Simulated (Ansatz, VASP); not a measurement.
**Two plane-wave programs on BN**

File INCAR:

```
PREC     = Accurate       # precision mode
ENCUT    = 520            # plane-wave cutoff, eV
EDIFF    = 1E-6           # SCF threshold, eV
ISMEAR   = 0              # smearing method
SIGMA    = 0.01           # smearing width, eV
LREAL    = False          # projectors in reciprocal space
LASPH    = True           # aspherical terms in the spheres
NELM     = 60             # most SCF steps
ALGO     = Normal         # electronic algorithm
ISIF     = 2              # what is computed and relaxed
LWAVE    = False          # write WAVECAR
LCHARG   = False          # write CHGCAR
GGA      = PE             # functional
NBANDS   = 11             # bands
```

KPOINTS

```
regular mesh
0
Gamma
  8 8 8
```

POSCAR

```
BN
1.0
    0.0000000000      1.7458259346      1.7458259346
    1.7458259346      0.0000000000      1.7458259346
    1.7458259346      1.7458259346      0.0000000000
B N
1 1
Direct
    0.0000000000      0.0000000000      0.0000000000
    0.5000000000      0.5000000000      0.5000000000
```

Input for Ansatz:

```yaml
crystal:
  lattice:
    - [0.0, 1.7458259346, 1.7458259346]
    - [1.7458259346, 0.0, 1.7458259346]
    - [1.7458259346, 1.7458259346, 0.0]
  atoms:
    - { symbol: B, position: [0.0, 0.0, 0.0] }
    - { symbol: "N", position: [0.5, 0.5, 0.5] }
kpoints:
  mp_grid: { grid: [8, 8, 8] }
hamiltonian:
  xc: pbe
scf:
  occupations: { method: fixed }
  n_extra_bands: 4
output:
  forces: true
  stress: true
  eigenvalues: true
  write_density: true
  write_potential: true
  elf: true
  volumetric_format: npy
```

The cell was built by a generator and needn't be a form met in nature.

Alike in both runs: task single point; functional PBE; k mesh 8 × 8 × 8; no spin polarisation.

```csv
,VASP,Ansatz
version,VASP 6.6.1,Ansatz 0.2.0
potentials or method,"VASP PAW PBE potentials, release 64 (B, N)","plane waves, PAW"
plane-wave cutoff (eV),520,420
occupations,"gaussian, width 0.01 eV",fixed
valence electrons in the cell,8,8
```

```tsv
	VASP	Ansatz	Ansatz less VASP
gap on the k mesh at the Fermi level (eV)	1.33	1.34	+0.004
pressure (GPa)	3.8	3.9	+0.06
```

A k mesh can miss the band edges.
